The bulk modulus $B$ is the resistance of a solid to uniform squeezing: the pressure needed per fractional loss of volume. If $E$ is the energy per atom and $V$ the volume per atom, it equals $V\,d^2E/dV^2$, taken where the energy is lowest. Here it comes from density-functional calculations on rock-salt SnTe, in which the cubic cell was set to seven volumes around the given one and a smooth curve was drawn through the energies. The minimum of that curve gives the equilibrium volume, its curvature there gives the bulk modulus, and the bulk modulus slope tells how fast $B$ grows with pressure.

GPAW 26.7.0, plane-wave DFT for rock-salt SnTe without spin polarisation, spin-orbit coupling or an added dispersion correction, with a 6 × 6 × 6 k mesh and Fermi-Dirac smearing of 0.05 eV. Equilibrium volumes, bulk moduli and their slopes come from a fit to energies at seven volumes, 0.94 to 1.06 times that of the given cell (31.28 Å³/atom).

| functional | potentials | wave cutoff | equilibrium volume (Å³/atom) | equilibrium volume change (% of the given cell) | bulk modulus (GPa) | bulk modulus slope |
| --- | --- | --- | --- | --- | --- | --- |
| LDA | HGH pseudopotentials | 800 eV | 30.24 | -3.340 | 50.10 | 4.790 |
| PBE | PAW-data-sets-made-by gpaw-setup-for-the-functional | 600 eV | 32.74 | 4.670 | 39.70 | 4.920 |
| PBEsol | PAW-data-sets-made-by gpaw-setup-for-the-functional | 600 eV | 30.89 | -1.240 | 48.00 | 4.980 |
| AM05 | PAW-data-sets-made-by gpaw-setup-for-the-functional | 600 eV | 31.07 | -0.670 | 44.90 | 5.110 |
| C09-vdW | GPAW-PAW-data-sets-(gpaw-data-1.2.1) | 600 eV | 31.38 | 0.320 | 47.00 | 4.130 |
| PBEint | PAW-data-sets-made-by gpaw-setup-for-the-functional | 600 eV | 31.26 | -0.080 | 45.70 | 5.060 |
| PW91 | PAW-data-sets-made-by gpaw-setup-for-the-functional | 600 eV | 32.70 | 4.530 | 40.40 | 4.840 |
| vdW-DF-cx | GPAW-PAW-data-sets-(gpaw-data-1.2.1) | 600 eV | 31.60 | 1.020 | 45.90 | 4.130 |

The material is the same in every row, yet the modulus runs from about 40 to 50 GPa. LDA gives the smallest crystal and the stiffest one; PBE and PW91, which hardly differ from each other, give the largest and the softest. This suggests that most of the disagreement about stiffness is really a disagreement about size. If so, the modulus that a functional will give can be estimated from its volume alone.

The estimate takes one line. Let $x$ be the equilibrium volume change written as a fraction, so that a change of 1 % is $x=0.01$. The given cell, from which the change is counted, has 31.28 Å³ per atom. Then

$$B \approx 46\ \text{GPa}\times(1-3x).$$

The 46 GPa belongs to a functional whose minimum falls exactly at the given cell. The factor three says that each per cent of extra volume costs about three per cent of stiffness. If only the cubic cell edge is known, its percentage change is first multiplied by three, because volume is the cube of length.

PBE shows the rule on a large step. Its equilibrium volume change is 4.67 %, so $3x=0.14$ and the bracket is 0.86. The estimate is $46\times0.86\approx39.6$ GPa, and the table has 39.7 GPa. Such close agreement is better than the rule usually manages, and PBE was among the rows from which its constants were chosen.

The factor three is an average over these functionals, and it can be split into two opposing effects. The first shows in a neighbouring case: one functional followed under pressure. On a single energy curve, $B$ falls with volume roughly as a power given by the bulk modulus slope. That slope averages about 5 over the six rows without a van der Waals functional. The two van der Waals rows have lower slopes, but their energies follow a smooth curve least well, so they were left out of this average. A crystal described by one functional therefore loses about five per cent of its stiffness for each per cent of expansion, not three.

The fifth power would also link the minima of different functionals if these differed only by a constant pressure. A constant pressure adds to the energy a term that is linear in volume. Such a term moves the minimum but has no curvature, so two functionals would be equally stiff whenever they were held at the same volume. The listed energies can test this, because all runs share the same set of volumes.

They show that the functionals are not equally stiff there. At its own minimum PBE is much softer than PBEsol, 39.7 against 48.0 GPa. Held at the given volume, the order is reversed: PBE has about 49 GPa and PBEsol about 45 GPa. So PBE is soft because its crystal settles at a large volume, and it would be softer still if its energy curve weren't more strongly bent than that of PBEsol.

The extra bending can also be seen in the pressure, which is the slope of the energy curve with its sign reversed. At any of the common volumes PBE pushes outward more strongly than PBEsol, by 2.88 GPa at the smallest volume and by 2.36 GPa at the largest. The push thus weakens by 0.52 GPa while the volume grows by 12 % of the given cell. A push that fades on expansion acts like an additional spring, with a stiffness of about $0.52/0.12\approx4$ GPa. That agrees with the difference found between the two functionals at the given volume, as it should, since both describe the same curvature.

Theory offers a reason for the fading. PBE rewards an uneven electron density more than PBEsol does, and pulling atoms apart is expected to make the density between them more uneven in proportion to its size. Expansion therefore lowers the PBE energy relative to that of PBEsol, which is the extra outward push. As the atoms separate, their densities overlap less and there is less left to gain. The calculation shows the push and its weakening, but it doesn't divide the energy into regions of the crystal, so this part remains an argument.

Over the whole table, functionals that prefer a larger crystal tend to be stiffer at the common volume. This gives back about two of the five powers and leaves about three. LDA shows the reversal most clearly, being the stiffest at its own minimum and the softest at the common volume, although it was run with a different kind of potential. The count $5-2=3$ explains the rule without testing it independently, since both numbers come from the same energy curves.

AM05 shows what happens when the push doesn't fade. Its equilibrium volume change is −0.67 %, so the bracket is 1.02 and the estimate is $46\times1.02\approx46.9$ GPa. The table has 44.9 GPa, which makes this the worst miss of the rule, 4.5 % of the tabulated value. AM05 too was among the rows used to choose the constants.

Its pressures describe the low value in the same way. AM05 also pushes outward more than PBEsol, but only slightly, and the excess grows on expansion from 0.18 to 0.37 GPa. A growing push works against the restoring force, and the same division as before gives a loss of $0.19/0.12\approx1.6$ GPa. AM05 is therefore softer than PBEsol for two reasons, its slightly larger volume and its flatter energy curve. The rule sees only the volume, and by using three instead of five it even assumes that a larger crystal comes with a more strongly bent curve. Why the excess grows isn't shown; the different way in which AM05 treats density gradients is a plausible guess.

The rule was checked by fitting its single prefactor to all eight rows with the factor three held fixed, and the output after this text gives the details. The typical miss is about 1 GPa, or some 2 % of the modulus. A fifth-power rule with its own best prefactor misses by 2.7 GPa, so the choice of power matters. Leaving out LDA, with its different potentials, hardly changes the power that best describes the table.

The rule is weakest where the volumes lie close together. PBEsol, AM05, PBEint, C09-vdW and vdW-DF-cx differ in volume by little more than 2 % of the given cell, which is worth about 3 GPa by the rule. Individual misses reach 2 GPa, and within this group the order of the volumes doesn't predict the order of the moduli. C09-vdW and vdW-DF-cx both come out about 3 % stiffer than estimated. They differ from the other functionals in both exchange and correlation and also use different atomic data sets, and the table can't separate these influences.

The rule also fails if it is used for the wrong kind of change. Suppose that the PBE crystal is squeezed until it has the equilibrium volume of LDA. Following PBE's own curve with its own slope gives roughly 59 GPa, well above the 50 GPa that LDA has at that volume. For a change of functional the factor is three; for a change of pressure within one functional it is about five.

For an engineer who meets two computed moduli of SnTe that disagree, the first thing to compare is therefore the cell size behind each. If the volumes differ by several per cent, the rule shows how much disagreement usually goes with such a difference in size. It holds for volumes between about 3 % below and 5 % above the given cell, the range that the table covers. It doesn't tell which functional is right, because the table has no measured modulus, and the calculations leave out spin-orbit coupling, thermal motion and the slight distortion that SnTe can undergo at low temperature.

The same reasoning carries over to another solid, though the number three need not. The bulk modulus slope tells how fast stiffness falls along one energy curve. Comparing two functionals at one shared volume then tells how much of that fall is given back. If the functional that prefers the larger crystal is also the stiffer one at the shared volume, its modulus at the minimum will fall short of the other's by less than the slope alone suggests, or may even exceed it; if it is the softer one, as AM05 is beside PBEsol, it will fall short by more.

Output of the analysis:

```
fit of B on 8 rows: coefficient of fac 46.08 +/- 0.4; rms 1.05, worst AM05 2.11, leave-one-out rms 1.2
Rule and stiffness at the common volume:
        row  rule_GPa  rule_miss_percent  B_at_common_volume_GPa
        LDA     50.61              1.016                   42.45
        PBE     39.56            -0.3642                   49.45
     PBEsol     47.71            -0.6017                   45.29
       AM05     46.92              4.509                   43.64
    C09-vdW     45.56             -3.067                   48.15
     PBEint     46.11              0.898                   45.76
       PW91     39.75             -1.612                    49.8
  vdW-DF-cx     44.59             -2.849                   48.53
rms miss of the pencil rule, GPa: 1.051
rms miss of a fifth-power rule with its best prefactor, GPa: 2.682
power with which B falls with volume from functional to functional: 2.821
the same power without the LDA row: 2.927
power with which B at the common volume rises with equilibrium volume: 1.956
mean bulk modulus slope without the two vdW rows: 4.95
mean slope less the power given back: 2.994
PBE squeezed to the LDA volume on its own curve, estimated B in GPa: 58.68
PBE pressure less PBEsol pressure at 0.94 of the given volume, GPa: 2.878
PBE pressure less PBEsol pressure at 1.06 of the given volume, GPa: 2.36
AM05 pressure less PBEsol pressure at 0.94 of the given volume, GPa: 0.1756
AM05 pressure less PBEsol pressure at 1.06 of the given volume, GPa: 0.3678
rank correlation of volume and B among the five middle functionals: -0.1
```
